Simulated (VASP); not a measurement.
Here is a VASP 6.6.1 calculation.

Contents of POSCAR:

```
Ag
1.0
    0.0000000000      2.0427500000      2.0427500000
    2.0427500000      0.0000000000      2.0427500000
    2.0427500000      2.0427500000      0.0000000000
Ag
1
Direct
    0.0000000000      0.0000000000      0.0000000000
```

File INCAR.step1:

```
SYSTEM = Ag
  PREC = Accurate
  ENCUT = 520
  EDIFF = 1E-7
  ISMEAR = -1
  SIGMA = 0.05
  LREAL = .FALSE.
  LASPH = .TRUE.
  NELM = 60
  ALGO = Normal
  ISIF = 2
  LWAVE = .FALSE.
  LCHARG = .TRUE.
  LMAXMIX = 4
  GGA = PE
```

Contents of KPOINTS.step1:

```
Automatic mesh
0
G
  11 11 11
  0 0 0
```

INCAR.step2

```
SYSTEM = Ag
  PREC = Accurate
  ENCUT = 520
  EDIFF = 1E-7
  ISMEAR = 0
  SIGMA = 0.05
  LREAL = .FALSE.
  LASPH = .TRUE.
  NELM = 60
  ALGO = Normal
  ISIF = 2
  LWAVE = .FALSE.
  LCHARG = .FALSE.
  LMAXMIX = 4
  GGA = PE
  ICHARG = 11
```

Contents of KPOINTS.step2:

```
path GXWKGLUWLK,UX
20
line-mode
reciprocal
 0.0000000000  0.0000000000  0.0000000000  G
 0.5000000000  0.0000000000  0.5000000000  X

 0.5000000000  0.0000000000  0.5000000000  X
 0.5000000000  0.2500000000  0.7500000000  W

 0.5000000000  0.2500000000  0.7500000000  W
 0.3750000000  0.3750000000  0.7500000000  K

 0.3750000000  0.3750000000  0.7500000000  K
 0.0000000000  0.0000000000  0.0000000000  G

 0.0000000000  0.0000000000  0.0000000000  G
 0.5000000000  0.5000000000  0.5000000000  L

 0.5000000000  0.5000000000  0.5000000000  L
 0.6250000000  0.2500000000  0.6250000000  U

 0.6250000000  0.2500000000  0.6250000000  U
 0.5000000000  0.2500000000  0.7500000000  W

 0.5000000000  0.2500000000  0.7500000000  W
 0.5000000000  0.5000000000  0.5000000000  L

 0.5000000000  0.5000000000  0.5000000000  L
 0.3750000000  0.3750000000  0.7500000000  K

 0.6250000000  0.2500000000  0.6250000000  U
 0.5000000000  0.0000000000  0.5000000000  X
```

Potentials or basis: VASP PAW PBE potentials, release 64 (Ag).

Run with:

```console
$ cat potpaw_PBE.64/Ag/POTCAR > POTCAR
$ cp INCAR.step1 INCAR
$ cp KPOINTS.step1 KPOINTS
$ mpirun -np 1 vasp_std > vasp.out
$ cp INCAR.step2 INCAR
$ cp KPOINTS.step2 KPOINTS
$ mpirun -np 1 vasp_std > vasp.out
```

Task: Estimate the band gap along the path.

Result: None (metal or under the smearing width).

Levels at the corners of the path, in eV from the Fermi level:
```
point  band 2  band 3  band 4  band 5  band 6  band 7  band 8  band 9
    Γ   -5.06   -5.06   -5.06   -4.03   -4.03   15.78   19.36   19.36
    X   -6.56   -3.27   -3.03   -3.03    1.36    6.49   10.42   10.42
    X   -6.56   -3.27   -3.03   -3.03    1.36    6.49   10.42   10.42
    W   -5.33   -5.33   -4.02   -3.03    5.71    5.71    6.75    7.94
    W   -5.33   -5.33   -4.02   -3.03    5.71    5.71    6.75    7.94
    K   -5.84   -4.34   -3.81   -3.31    4.04    5.01    6.89   12.52
    K   -5.84   -4.34   -3.81   -3.31    4.04    5.01    6.89   12.52
    Γ   -5.06   -5.06   -5.06   -4.03   -4.03   15.78   19.36   19.36
    Γ   -5.06   -5.06   -5.06   -4.03   -4.03   15.78   19.36   19.36
    L   -5.08   -5.08   -3.23   -3.23   -0.65    3.35   15.01   17.63
    L   -5.08   -5.08   -3.23   -3.23   -0.65    3.35   15.01   17.63
    U   -5.84   -4.34   -3.81   -3.31    4.04    5.01    6.89   12.52
    U   -5.84   -4.34   -3.81   -3.31    4.04    5.01    6.89   12.52
    W   -5.33   -5.33   -4.02   -3.03    5.71    5.71    6.75    7.94
    W   -5.33   -5.33   -4.02   -3.03    5.71    5.71    6.75    7.94
    L   -5.08   -5.08   -3.23   -3.23   -0.65    3.35   15.01   17.63
    L   -5.08   -5.08   -3.23   -3.23   -0.65    3.35   15.01   17.63
    K   -5.84   -4.34   -3.81   -3.31    4.04    5.01    6.89   12.52
    U   -5.84   -4.34   -3.81   -3.31    4.04    5.01    6.89   12.52
    X   -6.56   -3.27   -3.03   -3.03    1.36    6.49   10.42   10.42
```

Caveat: the log is that of the step along the path at fixed density, whose energy, stress, charges and moments have no meaning.
